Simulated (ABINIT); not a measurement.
A run of ABINIT 10.8.3 (patched build) is set up as follows.

run.abi

```
# Datasets: one volume each
ndtset 7
getwfk -1
scalecart1 3*0.9795861087
scalecart2 3*0.9864848297
scalecart3 3*0.9932883884
scalecart4 3*1.0000000000
scalecart5 3*1.0066227096
scalecart6 3*1.0131594038
scalecart7 3*1.0196128224

# Pseudopotentials
pp_dirpath "./"
pseudos "Ti.GGA_PBE-JTH.xml"

# Structure
acell 5.5746920676 5.5746920677 8.8439182632
rprim
     1.0000000000     0.0000000000     0.0000000000
    -0.5000000000     0.8660254038     0.0000000000
     0.0000000000     0.0000000000     1.0000000000
ntypat 1
znucl 22
natom 2
typat 1 1
xred
     0.6666666667     0.3333333333     0.7500000000
     0.3333333333     0.6666666667     0.2500000000

# Plane-wave basis
ecut 15.0
pawecutdg 30.0

# k points
kptopt 1
ngkpt 10 10 6
nshiftk 1
shiftk 0.0 0.0 0.0

# Exchange and correlation
ixc 27

# Bands and occupations
nband 16
occopt 3
tsmear 0.05 eV

# SCF cycle
nstep 100
tolvrs 1.0e-9

# Output
iomode 3
prtwf 1
prtden 0
prteig 0
prtebands 0
enunit 2
```

Potentials or basis: JTH PAW PBE v2.0.

The run is started by

```bash
$ abinit run.abi > log 2>&1
```

Predict the bulk modulus at fixed shape and positions.

109 GPa (rough).

What does it give for the equilibrium volume?

17.30 Å³/atom (rough: see the caveat).

Energy against volume, from the lowest point:
| volume (Å³/atom) | energy (meV/atom) |
| --- | --- |
| 16.577 | 10.36 |
| 16.930 | 2.84 |
| 17.283 | 0.00 |
| 17.636 | 1.43 |
| 17.988 | 9.01 |
| 18.341 | 20.34 |
| 18.694 | 35.38 |

Caveat: pressures at fixed basis lie under the slope of the energies; the fit is doubtful: noisy points or a state that changes with volume; the cell was scaled at fixed shape and fractional positions, which overstates the stiffness of a crystal with free parameters, most of all of layers and chains; the PAW data sets were made with another functional, which shifts forces and pressure a little.
